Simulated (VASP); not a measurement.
Set up this calculation in VASP 6.6.1, as the native input.

```yaml
Task: electrostatic potential
Functional: BLYP
Dispersion: D3
Potentials_or_basis: VASP PAW PBE potentials, release 64 (Si)
Cutoff: 520 eV
k_mesh: 6 × 6 × 6
Occupations: gaussian, width 0.05 eV
Spin: no spin polarisation
Further_INCAR_settings: ALGO = Fast; EDIFF = 1e-06
```

The structure of Si lies in POSCAR:

```
Si
1.0
    4.7132352766      2.7211876557      1.8839989006
   -4.7132352766      2.7211876557      1.8839989006
    0.0000000000     -5.4423753114      1.8839989006
Si
8
Cartesian
    2.3644325594     -2.4326282907      2.3564559554
    0.0000000000      0.0000000000      1.6229982651
    0.9245016180      3.2639728074      2.3564559554
   -2.3644325594      2.4326282907      3.2955407464
   -0.9245016180     -3.2639728074      3.2955407464
    0.0000000000      0.0000000000      4.0289984367
    3.2889341774      0.8313445167      3.2955407464
   -3.2889341774     -0.8313445167      2.3564559554
```

This isn't the form of Si at room conditions, which is diamond.

The input as run:

INCAR

```
PREC     = Accurate       # precision mode
ENCUT    = 520            # plane-wave cutoff, eV
EDIFF    = 1E-6           # SCF threshold, eV
ISMEAR   = 0              # smearing method
SIGMA    = 0.05           # smearing width, eV
LREAL    = False          # projectors in reciprocal space
LASPH    = True           # aspherical terms in the spheres
NELM     = 80             # most SCF steps
ALGO     = Fast           # electronic algorithm
ISIF     = 2              # what is computed and relaxed
LWAVE    = False          # write WAVECAR
LCHARG   = True           # write CHGCAR
GGA      = B5             # functional
ALDAX    = 1.0          
AGGAX    = 1.0          
AGGAC    = 1.0          
ALDAC    = 0.0          
IVDW     = 11             # dispersion correction
VDW_S6   = 1.0          
VDW_S8   = 1.682        
VDW_SR   = 1.094        
VDW_SR8  = 1.0          
LVHAR    = True
```

KPOINTS

```
regular mesh
0
Gamma
  6 6 6
```

Potentials or basis: VASP PAW PBE potentials, release 64 (Si).

The run is started by

```console
$ cat potpaw_PBE.64/Si/POTCAR > POTCAR
$ mpirun -np 1 vasp_std > vasp.out
```

Results of the run:

The pressure is 4.1 GPa, the largest force is 0.080 eV/Å and the band gap on the k mesh is none (metal or under the smearing width). The dispersion energy per atom is -0.269 eV.

Caveat: the PAW data sets were made with another functional, which shifts forces and pressure a little; pairwise dispersion overbinds metals, which lowers pressure and volume.

Wall time 120 s on 1 thread of Intel(R) Xeon(R) 6975P-C (Granite Rapids) (shared host), peak memory 0.35 GiB.
